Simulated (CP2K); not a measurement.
## SnSe under changes of volume

One of the cells (27.271 Å³/atom); the others are scaled copies at fixed shape and fractional positions:

```
CELL_PARAMETERS angstrom
4.25678 0.00000 0.00000
2.12839 3.68648 0.00000
2.12839 1.22883 3.47565
ATOMIC_POSITIONS crystal
Sn 0.00000 0.00000 0.00000
Se 0.50000 0.50000 0.50000
```

Measurements of this composition are mostly on another form, of space group No. 62.

| Quantity | Value |
| --- | --- |
| Program | CP2K 2026.2 |
| Functional | PBE |
| Potentials or basis | POTENTIAL_UZH Sn GTH-PBE-q4, Se GTH-PBE-q6; TZVP-MOLOPT-PBE-GTH basis |
| Density cutoff | 6123 eV |
| k mesh | 8 × 8 × 8 |
| Occupations | fermi-dirac, width 0.05 eV |
| Spin | no spin polarisation |

| volume (Å³/atom) | energy over the lowest point (meV/atom) | pressure (GPa) | gap on the mesh (eV) |
| --- | --- | --- | --- |
| 25.635 | ? | ? | ? |
| 26.180 | 21.92 | 4.0 | 0.74 |
| 26.725 | 10.58 | 2.7 | 0.67 |
| 27.271 | 3.42 | 1.5 | 0.58 |
| 27.816 | 0.01 | 0.5 | 0.50 |
| 28.362 | 0.00 | -0.5 | 0.42 |
| 28.907 | 3.04 | -1.3 | 0.34 |

Problem. What does the run at 25.635 Å³/atom give?

Solution. Energy over the lowest point 37.91 meV/atom; pressure 5.4 GPa; gap on the mesh 0.77 eV.

Worked out: A Birch-Murnaghan fit of order 3 (a polynomial in V^(-2/3)) to the other rows has its minimum at 28.09 Å³/atom with B0 = V·E''(V) = 49 GPa and B' = 4.3. It gives 37.89 meV/atom at 25.635 Å³/atom, against the run's 37.91, and -dE/dV = 5.4 GPa, against 5.4. A straight line through the other rows of the gap, of slope -4.08 eV per unit of ln V, extrapolates to 0.83 eV, against the run's 0.77.

Energies are extrapolated to zero smearing.

Caveats: spin-orbit coupling is left out, which moves the levels of the heavy elements; the basis of atomic orbitals isn't converged, which shifts pressures, moduli and gaps.

A mesh can miss the band edges.
